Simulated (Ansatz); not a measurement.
## Polymorphs of TiC

Computed with DFT PBE, scalar-relativistic, plane waves, PAW (Ansatz). Settings: cutoff 420 eV, Γ-centred meshes no coarser than 0.19 Å⁻¹ for metals and 0.3 Å⁻¹ for insulators (2π included), Gaussian smearing.

Temperature and zero-point effects are left out. Only the structures computed here compete, so a lower one can exist. The k mesh leaves about 4 meV/atom of noise in metals. No run is spin-polarised.

| # | started from | space group | atoms | V (Å³/atom) | ΔE (meV/atom) | gap on mesh (eV) |
| --- | --- | --- | --- | --- | --- | --- |
| 1 | database cell | Fm-3m (No. 225) | 2 | 10.2 | 0 | 0.00 |
| 2 | a random cell | Cmmm (No. 65) | 4 | 12.9 | 1636 | 0.00 |

The lowest structure: Space group Fm-3m (No. 225), cubic, a = 4.333 Å. Around Ti lie 6 C at 2.17 Å; around C lie 6 Ti at 2.17 Å. Its energy against the elements is -0.83 eV/atom. The zero of energy is the lowest elemental structures computed at the same level; no fitted shifts are applied.

Space group Fm-3m (No. 225). a = 4.333 Å, b = 4.333 Å, c = 4.333 Å, α = 90.00°, β = 90.00°, γ = 90.00°
```
atom  site  symmetry       x       y       z
  Ti    4a      m-3m  0.0000  0.0000  0.0000
   C    4b      m-3m  0.5000  0.0000  0.0000
```

The second: Space group Cmmm (No. 65), orthorhombic, a = 2.645 Å, b = 5.455 Å, c = 7.165 Å. Ti is coordinated by 2 C at 2.28 Å; around C lie 2 C at 1.31–1.33 Å.